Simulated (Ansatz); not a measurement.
Geometry optimisation in Ansatz: input, command and trajectory.

```yaml
crystal:
  lattice:
    - [7.2086095624, 0.0, 0.0]
    - [0.0, 7.2086095624, 0.0]
    - [-3.6043047812, -3.6043047812, 5.2639672426]
  atoms:
    - { symbol: Hf, position: [0.5, 0.5, 0.5] }
    - { symbol: Hf, position: [0.5, 0.0, 0.5] }
    - { symbol: Hf, position: [0.0, 0.5, 0.5] }
    - { symbol: Hf, position: [0.0, 0.0, 0.5] }
    - { symbol: Hf, position: [0.0, 0.0, 0.0] }
    - { symbol: Hf, position: [0.0, 0.5, 0.0] }
    - { symbol: Hf, position: [0.5, 0.0, 0.0] }
    - { symbol: Hf, position: [0.5, 0.5, 0.0] }
    - { symbol: O, position: [0.3461982368, 0.5839269127, 0.6890934198] }
    - { symbol: O, position: [0.3507251047, 0.0975878199, 0.6960641405] }
    - { symbol: O, position: [0.8466260481, 0.5966260481, 0.6932520961] }
    - { symbol: O, position: [0.8466260481, 0.0966260481, 0.6932520961] }
    - { symbol: O, position: [0.6533739519, 0.9033739519, 0.8067479039] }
    - { symbol: O, position: [0.650269508, 0.4051561505, 0.8028697151] }
    - { symbol: O, position: [0.1533739519, 0.9033739519, 0.8067479039] }
    - { symbol: O, position: [0.1652471353, 0.3998268754, 0.823380335] }
    - { symbol: O, position: [0.4033739519, 0.6533739519, 0.3067479039] }
    - { symbol: O, position: [0.406494331, 0.1546281782, 0.3139960658] }
    - { symbol: O, position: [0.9033739519, 0.6533739519, 0.3067479039] }
    - { symbol: O, position: [0.9130822149, 0.1558519957, 0.3077160758] }
    - { symbol: O, position: [0.1056880458, 0.3569637085, 0.1988522983] }
    - { symbol: O, position: [0.1042633525, 0.853078789, 0.1941639531] }
    - { symbol: O, position: [0.5966260481, 0.3466260481, 0.1932520961] }
    - { symbol: O, position: [0.5966260481, 0.8466260481, 0.1932520961] }
    - { symbol: O, position: [0.2538468371, 0.2597019028, 0.5118949363] }
  host:
    lattice:
      - [3.6043047812, 0.0, 0.0]
      - [0.0, 3.6043047812, 0.0]
      - [0.0, 0.0, 5.2639672426]
    atoms:
      - { symbol: Hf, position: [0.5, 0.5, 0.5] }
      - { symbol: Hf, position: [0.0, 0.0, 0.0] }
      - { symbol: O, position: [0.0, 0.5, 0.6932520961] }
      - { symbol: O, position: [0.5, 0.0, 0.8067479039] }
      - { symbol: O, position: [0.5, 0.0, 0.3067479039] }
      - { symbol: O, position: [0.0, 0.5, 0.1932520961] }
basis:
  ecutwfc: 420
  xc_grid: 2
kpoints:
  mp_grid: { grid: [2, 2, 2], shift: [0.0, 0.0, 0.0] }
hamiltonian:
  xc: pbe
scf:
  occupations: { method: gaussian, width: 0.01 }
output:
  forces: true
  stress: false
  eigenvalues: true
  charged_corrections: { defect_position: [0.25, 0.25, 0.5] }
  write_density: true
  write_potential: true
  elf: true
  volumetric_format: npy
relax:
  adjacent_minimum: "off"
  f_tol: 0.025
  max_steps: 45
```

```bash
ansatz run input.yaml --threads 4 --pin off --max-ram 10240MiB --backend cpu --events-out ev --progress --plain --runs-dir out
```

All numbers below come from DFT PBE, scalar-relativistic, plane waves, PAW (Ansatz 0.2.0).

The cell holds a point defect: O interstitial, neutral.

Of 24 frames 8 are shown, positions in Å and forces in eV/Å; the SCF threshold varies from step to step.

```xyz
25
Lattice="7.2086 0.0000 0.0000 0.0000 7.2086 0.0000 -3.6043 -3.6043 5.2640" Properties=species:S:1:pos:R:3:forces:R:3 pbc="T T T" step=1 free_energy_over_end_meV_per_atom=202.05
Hf    1.8022    1.8022    2.6320    0.0883   -0.5168   -0.5913
Hf    1.8022   -1.8022    2.6320   -0.3508    0.2718   -0.0395
Hf   -1.8022    1.8022    2.6320   -0.0136   -0.0077   -0.2829
Hf   -1.8022   -1.8022    2.6320    0.4667    0.4029    0.3885
Hf    0.0000    0.0000    0.0000    0.1130    0.6224    1.1014
Hf    0.0000    3.6043    0.0000   -0.0239    0.2094    0.1151
Hf    3.6043    0.0000    0.0000   -0.1605    0.4966    0.4726
Hf    3.6043    3.6043    0.0000    0.3749   -0.2725   -0.8148
O     0.0119    1.7256    3.6274   -0.4857    2.4565    1.3946
O     0.0194   -1.8054    3.6641   -0.2381   -3.0587    0.9889
O     3.6043    1.8022    3.6493    0.4655   -0.0044    0.0175
O     3.6043   -1.8022    3.6493    0.1107   -0.0100    0.0218
O     1.8022    3.6043    4.2467   -0.2173   -0.3066    0.1749
O     1.7938    0.0268    4.2263    1.2021   -0.1081    1.0339
O    -1.8022    3.6043    4.2467    0.3937   -0.2138   -0.0399
O    -1.7765   -0.0855    4.3342   -1.6237    0.3320   -0.3544
O     1.8022    3.6043    1.6147    0.1992    0.2241    0.4220
O     1.7985   -0.0171    1.6529    3.3526    0.3441   -2.1991
O     5.4065    3.6043    1.6147    0.0992    0.0312    0.1384
O     5.4730    0.0144    1.6198   -3.3635   -0.2973   -1.7243
O     0.0451    1.8565    1.0468   -0.2548   -0.1465   -0.8475
O     0.0518    5.4497    1.0221   -0.3239   -1.2580   -0.4713
O     3.6043    1.8022    1.0173    0.1856   -0.4347    0.1120
O     3.6043    5.4065    1.0173    0.2674    0.2904   -0.1702
O    -0.0151    0.0271    2.6946   -0.2629    0.9536    1.1538
25
Lattice="7.2086 0.0000 0.0000 0.0000 7.2086 0.0000 -3.6043 -3.6043 5.2640" Properties=species:S:1:pos:R:3:forces:R:3 pbc="T T T" step=4 free_energy_over_end_meV_per_atom=87.10
Hf    1.8767    1.7546    2.5825    0.0700    0.3441    0.1551
Hf    1.8213   -1.7810    2.6034    0.0899   -0.5184    0.2068
Hf   -1.8506    1.7585    2.5758   -0.0534    0.1195    0.0393
Hf   -1.8393   -1.7929    2.6294   -0.0577   -0.5065    0.1111
Hf   -0.0062    0.0061    0.0063    0.0631    0.0424   -1.1453
Hf   -0.0069    3.6301    0.0808    0.0156    0.1115    0.2276
Hf    3.6089    0.0309    0.0581    0.1048    0.2695   -0.5839
Hf    3.6048    3.6083   -0.0864   -0.1043   -0.2872    0.0797
O     0.0117    1.9723    3.6168   -0.0033   -1.8299   -1.1317
O     0.0035   -1.9979    3.6427    0.0826    0.5151    0.0118
O     3.6272    1.7734    3.6523   -0.1701   -0.0877   -0.0974
O     3.5889   -1.8634    3.6416   -0.0134   -0.1386   -0.2726
O     1.8278    3.5179    4.2493    0.1072    0.0050    0.1484
O     1.8841   -0.0170    4.2976   -0.2499   -0.0636   -0.2541
O    -1.8221    3.5507    4.2426   -0.1770   -0.0185    0.2525
O    -1.8920   -0.0561    4.3107    0.4107   -0.1037   -0.2066
O     1.8110    3.5988    1.6541   -0.2638    0.0365   -0.0601
O     2.1103   -0.0126    1.5342   -0.7462   -0.0805    0.7399
O     5.4580    3.5907    1.6506    0.1934    0.1831   -0.0450
O     5.1324   -0.0306    1.5387    0.6309    0.1295    0.6154
O     0.0191    1.7964    0.9818    0.0092   -0.3640    0.1096
O     0.0125    5.4636    1.0763    0.0850    0.3568    0.0018
O     3.6399    1.8891    1.0092   -0.0605   -0.0725    0.1936
O     3.6297    5.3241    0.9627   -0.0699   -0.1428   -0.0186
O    -0.0145    0.3125    2.9608    0.1075    2.1000    0.9233
25
Lattice="7.2086 0.0000 0.0000 0.0000 7.2086 0.0000 -3.6043 -3.6043 5.2640" Properties=species:S:1:pos:R:3:forces:R:3 pbc="T T T" step=8 free_energy_over_end_meV_per_atom=39.97
Hf    1.9130    1.7447    2.5661   -0.3669    0.3485    0.0457
Hf    1.7916   -1.8353    2.6553   -0.1685   -0.3410    0.1231
Hf   -1.8955    1.7493    2.5680    0.3530    0.3532    0.0814
Hf   -1.7810   -1.8317    2.6471    0.1572   -0.2978    0.1149
Hf    0.0038   -0.0105   -0.0718   -0.0105    0.0684   -0.0677
Hf    0.0012    3.6433    0.0950    0.0230   -0.0164    0.2308
Hf    3.6115   -0.0155    0.0847    0.0044   -0.2689   -0.6793
Hf    3.6006    3.4690   -0.0441    0.0077    0.1694    0.2089
O     0.0139    2.3261    3.3583   -0.0109   -0.3452    0.0386
O     0.0042   -1.8733    3.7343   -0.0216    0.0397   -0.0127
O     3.6108    1.7350    3.7310   -0.0142   -0.0562   -0.0685
O     3.6125   -2.0444    3.4784   -0.0089    0.0685   -0.1248
O     1.8138    3.5844    4.2675    0.0757   -0.0101    0.0717
O     1.8833   -0.1813    4.2927    0.0731   -0.0226   -0.1139
O    -1.8014    3.5719    4.2773   -0.0603   -0.0193    0.0384
O    -1.8789   -0.1848    4.2873   -0.0705   -0.0005   -0.1014
O     1.7880    3.5789    1.5995    0.1269   -0.1025    0.0098
O     2.0153   -0.0700    1.6160   -0.0488    0.0631    0.0672
O     5.4477    3.5770    1.6061   -0.1221   -0.0986    0.0129
O     5.2232   -0.0616    1.6069    0.0262    0.0091    0.0688
O     0.0116    1.7479    0.8909    0.0186   -0.0363   -0.0274
O     0.0077    5.4637    1.1169    0.0109   -0.0558   -0.0454
O     3.6136    1.8051    1.1419   -0.0009   -0.0125    0.1097
O     3.6238    5.2930    0.7648    0.0113    0.1036   -0.2225
O     0.0020    0.8456    3.2017    0.0160    0.4620    0.2425
25
Lattice="7.2086 0.0000 0.0000 0.0000 7.2086 0.0000 -3.6043 -3.6043 5.2640" Properties=species:S:1:pos:R:3:forces:R:3 pbc="T T T" step=11 free_energy_over_end_meV_per_atom=34.71
Hf    1.8843    1.7616    2.4999    0.0259   -0.0360   -0.1030
Hf    1.7401   -1.8551    2.7149    0.0548    0.0256    0.0547
Hf   -1.9151    1.7584    2.6363   -0.1581   -0.1104    0.0652
Hf   -1.7991   -1.8408    2.6135   -0.1598    0.1353   -0.1528
Hf   -0.0195   -0.0486   -0.0216   -0.1141   -0.0122    0.0372
Hf   -0.0082    3.5988    0.0600   -0.0057   -0.0002   -0.1172
Hf    3.5962   -0.0103    0.0217   -0.0515    0.1505    0.1728
Hf    3.5986    3.4756    0.0156   -0.0840   -0.1246   -0.1378
O     0.0208    2.4529    3.3129    0.0118    0.0719   -0.0804
O    -0.0660   -1.8892    3.7480   -0.0144   -0.0148    0.0474
O     3.5386    1.7103    3.7388   -0.0427    0.0133   -0.0093
O     3.6140   -2.0068    3.4519    0.1142   -0.0008   -0.0961
O     1.8234    3.6650    4.2722   -0.0001    0.0350   -0.0076
O     1.8640   -0.3018    4.3107   -0.1035   -0.0122    0.0659
O    -1.8539    3.4961    4.2834    0.0124   -0.1276    0.0176
O    -1.8821   -0.1453    4.2600    0.0464    0.1301    0.0316
O     1.8997    3.6042    1.5713    0.0332    0.0348    0.0261
O     1.9700   -0.1046    1.6233    0.0514   -0.0639    0.0060
O     5.3822    3.5378    1.6037    0.0539   -0.0128    0.0256
O     5.3213   -0.0364    1.5978    0.0910    0.0004    0.0403
O     0.1353    1.7409    0.8926    0.0869    0.0047    0.0436
O    -0.0008    5.3841    1.1214    0.0163    0.0468    0.0181
O     3.6131    1.7573    1.1606   -0.0260    0.0153   -0.0443
O     3.7513    5.3304    0.6682    0.1098    0.0240    0.1549
O     0.0280    0.9918    3.3148    0.0529   -0.1715   -0.0586
25
Lattice="7.2086 0.0000 0.0000 0.0000 7.2086 0.0000 -3.6043 -3.6043 5.2640" Properties=species:S:1:pos:R:3:forces:R:3 pbc="T T T" step=14 free_energy_over_end_meV_per_atom=25.40
Hf    1.8643    1.7786    2.3986   -0.0226   -0.1518   -0.0110
Hf    1.6868   -1.8665    2.7805   -0.0632    0.1035   -0.0283
Hf   -1.9669    1.7544    2.7432   -0.1474   -0.0462    0.0593
Hf   -1.8499   -1.8166    2.4973   -0.0515    0.0336   -0.1496
Hf   -0.0931   -0.0690   -0.0019    0.0230    0.1109   -0.0161
Hf   -0.0454    3.5863    0.0365   -0.1058    0.0494   -0.0130
Hf    3.5467   -0.0092    0.0087   -0.1473    0.0179    0.1665
Hf    3.5604    3.4850    0.0180    0.0095    0.1097   -0.1138
O     0.0267    2.4803    3.2738   -0.0217    0.1955   -0.0451
O    -0.1915   -1.9007    3.7539   -0.0417   -0.0406    0.1025
O     3.4099    1.6945    3.7579   -0.0368   -0.0102    0.0351
O     3.6358   -1.9795    3.4470    0.0653   -0.0613   -0.0622
O     1.7823    3.7549    4.2739    0.0411    0.0363    0.0485
O     1.8127   -0.4310    4.3743    0.0242    0.0191    0.0788
O    -1.9024    3.2966    4.3481    0.0134   -0.1071    0.1553
O    -1.8986    0.0116    4.2474   -0.0603    0.1162    0.0457
O     1.9888    3.6636    1.5630   -0.0029    0.0784    0.0295
O     2.0393   -0.1568    1.6635    0.1564    0.0073    0.0409
O     5.4083    3.4964    1.6405    0.1203    0.0474    0.0059
O     5.4231    0.0271    1.5774    0.0586    0.0366    0.0035
O     0.3305    1.7406    0.8308   -0.0092   -0.0667   -0.1944
O     0.0040    5.3643    1.1291    0.0104   -0.0154   -0.0151
O     3.6157    1.7509    1.1550    0.0217   -0.0134   -0.0870
O     3.9703    5.3461    0.6447    0.0390   -0.0330   -0.0351
O     0.0784    1.0243    3.3109    0.1274   -0.4160   -0.0007
25
Lattice="7.2086 0.0000 0.0000 0.0000 7.2086 0.0000 -3.6043 -3.6043 5.2640" Properties=species:S:1:pos:R:3:forces:R:3 pbc="T T T" step=17 free_energy_over_end_meV_per_atom=8.97
Hf    1.8270    1.8380    2.3692    0.1672    0.1956   -0.0872
Hf    1.6217   -1.8080    2.8114    0.0231   -0.0467   -0.0370
Hf   -2.0902    1.8052    2.7823   -0.5323    0.1947   -0.2324
Hf   -1.8772   -1.6924    2.4289    0.1165    0.1187    0.1356
Hf   -0.1914    0.0584   -0.1382   -0.0779   -0.1695    0.1324
Hf   -0.0710    3.7312    0.1653    0.0202    0.0499    0.0628
Hf    3.5137   -0.0042    0.0478    0.1057    0.2499    0.0217
Hf    3.4577    3.5135   -0.0741   -0.0659   -0.0654    0.0610
O    -0.0736    2.1756    3.2686   -0.2126   -0.4755   -0.0694
O    -0.3033   -1.8945    3.8184   -0.0391   -0.0194    0.0227
O     3.2861    1.7264    3.8353    0.0642   -0.0156    0.0135
O     3.6485   -2.2899    3.3339    0.0584    0.0048   -0.1082
O     1.6402    3.7111    4.1318   -0.0193   -0.2363   -0.0637
O     1.8583   -0.6358    4.5578   -0.0178   -0.0314    0.0341
O    -1.9000    3.0823    4.5445   -0.0372    0.0240   -0.1918
O    -1.9999    0.0706    4.1360    0.1757   -0.0504   -0.2455
O     1.8617    3.7720    1.4666    0.0109   -0.0519   -0.0774
O     2.3871   -0.1415    1.8583   -0.0356    0.0010   -0.0087
O     5.7083    3.5706    1.7939   -0.0785   -0.1604    0.2371
O     5.3972    0.1700    1.4640    0.0707    0.1136    0.0981
O     0.4980    1.7551    0.6953    0.1095    0.0362    0.0673
O     0.0316    5.5828    1.2029   -0.0831   -0.0004   -0.0369
O     3.6117    1.9016    1.1754   -0.0310    0.0606    0.0819
O     4.1237    5.3090    0.5719    0.0208   -0.0524    0.0779
O     0.2702    0.7193    3.2248    0.2856    0.3234    0.1117
25
Lattice="7.2086 0.0000 0.0000 0.0000 7.2086 0.0000 -3.6043 -3.6043 5.2640" Properties=species:S:1:pos:R:3:forces:R:3 pbc="T T T" step=21 free_energy_over_end_meV_per_atom=0.59
Hf    1.8129    1.9416    2.3957   -0.1368   -0.0969   -0.0019
Hf    1.6271   -1.7757    2.8052   -0.0342    0.0692    0.0238
Hf   -2.1874    1.8582    2.7615    0.0530    0.0449    0.0371
Hf   -1.8651   -1.6253    2.4455    0.0067   -0.0386    0.0050
Hf   -0.2186    0.0760   -0.1450    0.0168   -0.0360   -0.0153
Hf   -0.0778    3.7386    0.1848    0.0005    0.0282    0.0020
Hf    3.4950    0.0283    0.0517   -0.0054   -0.0216   -0.0331
Hf    3.4337    3.5463   -0.0877    0.0740    0.0291   -0.1083
O    -0.1680    1.9581    3.2409   -0.2272    0.6598   -0.0374
O    -0.3004   -1.9140    3.8480   -0.0138    0.0024   -0.0092
O     3.2625    1.6864    3.8781   -0.0329    0.0328    0.0130
O     3.6470   -2.3460    3.2988   -0.0091    0.0027   -0.0189
O     1.6092    3.5952    4.0302   -0.0327   -0.0431    0.0061
O     1.8787   -0.7514    4.6261    0.0098    0.0109    0.0364
O    -1.9103    3.0789    4.5474    0.0238   -0.0079    0.0048
O    -1.9878    0.0505    4.0451    0.0015   -0.0354    0.0089
O     1.8225    3.8389    1.4011    0.0253    0.0201    0.0045
O     2.4447   -0.1272    1.8774   -0.0056    0.0166    0.0406
O     5.7669    3.5831    1.8558    0.0239   -0.0009   -0.0005
O     5.4155    0.2522    1.4257   -0.0162   -0.0016   -0.0079
O     0.5635    1.7531    0.6883    0.0259    0.0279   -0.0293
O    -0.0005    5.6247    1.2191   -0.0164   -0.0078   -0.0057
O     3.5691    1.9676    1.1949   -0.0496    0.0248    0.0138
O     4.1487    5.3225    0.5902    0.0110    0.0126    0.0071
O     0.4550    0.6658    3.2932    0.3077   -0.6922    0.0644
25
Lattice="7.2086 0.0000 0.0000 0.0000 7.2086 0.0000 -3.6043 -3.6043 5.2640" Properties=species:S:1:pos:R:3:forces:R:3 pbc="T T T" step=24 free_energy_over_end_meV_per_atom=0.00
Hf    1.8040    1.9335    2.3930   -0.0072    0.0028   -0.0024
Hf    1.6232   -1.7735    2.8076    0.0044    0.0114    0.0161
Hf   -2.1891    1.8634    2.7636    0.0011    0.0071    0.0067
Hf   -1.8673   -1.6232    2.4465   -0.0113   -0.0132   -0.0058
Hf   -0.2215    0.0744   -0.1482    0.0138   -0.0069   -0.0149
Hf   -0.0740    3.7447    0.1861   -0.0060   -0.0022   -0.0052
Hf    3.4978    0.0346    0.0543   -0.0150   -0.0198   -0.0016
Hf    3.4346    3.5507   -0.0910    0.0040    0.0068    0.0114
O    -0.1672    1.9622    3.2296    0.0088    0.0193    0.0075
O    -0.3049   -1.9148    3.8512    0.0107    0.0089   -0.0002
O     3.2575    1.6925    3.8808   -0.0050    0.0032    0.0109
O     3.6458   -2.3542    3.2938   -0.0135    0.0026   -0.0047
O     1.6025    3.5944    4.0306   -0.0018    0.0030   -0.0114
O     1.8816   -0.7543    4.6338   -0.0030    0.0004    0.0089
O    -1.9063    3.0705    4.5537   -0.0031    0.0060    0.0111
O    -1.9916    0.0490    4.0424    0.0061    0.0016    0.0128
O     1.8211    3.8438    1.4023   -0.0049   -0.0083   -0.0084
O     2.4536   -0.1266    1.8855   -0.0055    0.0006    0.0057
O     5.7763    3.5841    1.8630    0.0089    0.0005   -0.0155
O     5.4121    0.2574    1.4236    0.0024   -0.0025   -0.0065
O     0.5726    1.7529    0.6770    0.0055    0.0077   -0.0023
O    -0.0037    5.6287    1.2214    0.0047    0.0024    0.0040
O     3.5647    1.9759    1.1976   -0.0043   -0.0043   -0.0002
O     4.1561    5.3239    0.5880   -0.0091   -0.0081   -0.0024
O     0.4585    0.6367    3.2856    0.0196   -0.0192   -0.0138
```

Time: 2.1 min on 4 threads of Intel(R) Xeon(R) 6975P-C (Granite Rapids), on a shared host, peak memory 1.4 GiB.

Spin–orbit coupling is left out, which can shift energies with elements as heavy as these.